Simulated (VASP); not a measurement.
CdO:

```xyz
2
Lattice="0.0000 2.3495 2.3495 2.3495 0.0000 2.3495 2.3495 2.3495 0.0000" Properties=species:S:1:pos:R:3 pbc="T T T"
Cd    0.0000    0.0000    0.0000
O     2.3495    2.3495    2.3495
```

```yaml
Program: VASP 6.6.1
Task: relaxation of cell and atoms
Functional: PBE
Potentials_or_basis: VASP PAW PBE potentials, release 64 (Cd, O)
Cutoff: 520 eV
k_mesh: 10 × 10 × 10
Occupations: gaussian, width 0.1 eV
Spin: no spin polarisation
```

At the start: pressure 7.6 GPa; volume 12.97 Å³/atom.

Question: Where does the relaxation end?

Answer: Over 3 steps the energy falls by 15.8 meV/atom and the volume is 13.67 Å³/atom (+5.4 %); space group Fm-3m (No. 225, to 0.05 Å).

The path:
| step | energy change (eV) | largest force (eV/Å) | pressure (GPa) | volume (Å³) |
| --- | --- | --- | --- | --- |
| 1 | 0.0000 | 0.0000 | 7.61 | 25.94 |
| 2 | -0.0182 | 0.0000 | -4.21 | 28.32 |
| 3 | -0.0315 | 0.0000 | -0.01 | 27.34 |

Final structure:
```
Cd O
1.0
     0.00000    2.39100    2.39100
     2.39100    0.00000    2.39100
     2.39100    2.39100    0.00000
Cd O
1 1
Direct
  0.00000 0.00000 0.00000
  0.50000 0.50000 0.50000
```
